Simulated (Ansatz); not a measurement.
From a trial cell to the properties of EuO in the rocksalt structure

**What was measured.** A cell as deposited of cubic EuO (space group Fm-3m), temperature not stated, from the Crystallography Open Database (1963), has a = 5.144 Å and 17.01 Å³/atom.

Level of theory: DFT, PBE+U (U_eff = 6 eV on Eu 4f), scalar-relativistic, collinear spin; plane waves to 420 eV with PAW datasets (Ansatz 0.2.0), 10×10×10 k-mesh, Gaussian smearing of 0.05 eV; PAW files: Ansatz's generated set soft_2.

The start was a prototype's sites filled with these elements; the Crystallography Open Database holds the compound in this structure.

The first cell, 1 % over the database's volume:

```
Eu O
1.0
     0.00000    2.58050    2.58050
     2.58050    0.00000    2.58050
     2.58050    2.58050    0.00000
Eu O
1 1
Direct
  0.50000 0.50000 0.50000
  0.00000 0.00000 0.00000
```

Moments typed, the run going on from the state of an earlier one (μB, in the order of the atoms): 7.0, 0.0.

The steps in volume:

```
run  level    k-mesh        kind  V (Å³/atom)  P (GPa)  E − E(final) (meV/atom)  gap on the mesh (eV)  largest moment (μB)
  1  PBE+U  10×10×10  fixed cell        17.18      0.8                      0.4                  0.34                 6.76
  2  PBE+U  10×10×10  fixed cell        17.27      0.3                      0.1                  0.37                 6.76
  3  PBE+U  10×10×10  fixed cell        17.34      0.0                      0.0                  0.39                 6.76
```

Cell and atoms are those of this level's equilibrium.

The final structure (symmetry read at 0.01 Å). The structure is cubic, space group Fm-3m (No. 225). Conventional cell: a = 5.177 Å, b = 5.177 Å, c = 5.177 Å, α = 90.00°, β = 90.00°, γ = 90.00°. Around Eu (site symmetry m-3m) lie 6 O at 2.59 Å. O (site symmetry m-3m) has 6 Eu at 2.59 Å as nearest neighbours. (Neighbours are counted to 15 % beyond the shortest distance.)

```
atom  site  symmetry       x       y       z
  Eu    4b      m-3m  0.5000  0.0000  0.0000
   O    4a      m-3m  0.0000  0.0000  0.0000
```

- Of 4 converged starts of the open shells, 4 reached the lowest state found.
- Among 5 magnetic starts the lowest energy, to 0.5 meV/atom, came from: ferromagnetic; small parallel starting moments. The next state (antiferromagnetic, doubled cell, propagation vector (0, 0, 1/2)) lies 9.2 meV/atom higher.
- At the final geometry the gap, band path included, is 0.39 eV and the site spin moments are Eu 6.76; O -0.08 μB.
- The equation of state gives B0 = 87 GPa and B0′ = 4.5.
- The elastic tensor is positive definite (smallest eigenvalue 54 GPa).

**Reading the result.**

Hund's first rule gives Eu²⁺ with 7 f electrons 7 unpaired spins, a spin moment of 7 μB; the run has 6.76 μB on Eu (atomic spheres) and 6.98 f electrons on orthogonalised orbitals. The moment is close to the ion's, so in this run the shell is localised and nearly fully polarised.

Shannon's ionic radii give a check on the bond lengths: Eu²⁺ with 6 neighbours 1.17 Å + O²⁻ 1.40 Å = 2.57 Å against a computed mean of 2.59 Å. Sums and bonds agree within 3 %, so ion sizes set the bond lengths.

Bader charges against formal ones: Eu +1.42 (+2), O −1.42 (−2). The cations give up 71 % of the formal charge; Bader charges stay under formal ones because the anions' density reaches into the cations' basins.

**Comparison.** The computed cell (5.177 Å, 17.34 Å³/atom) differs from the database's by +1.9 % in volume, about +0.6 % in length. PBE tends to overestimate volumes, and a Hubbard U, which takes the open shell out of the bonding, usually adds to that.

These numbers lack spin–orbit coupling. The run wasn't fully tested for a lower electronic state. Site moments are of spin, integrated over atomic spheres.
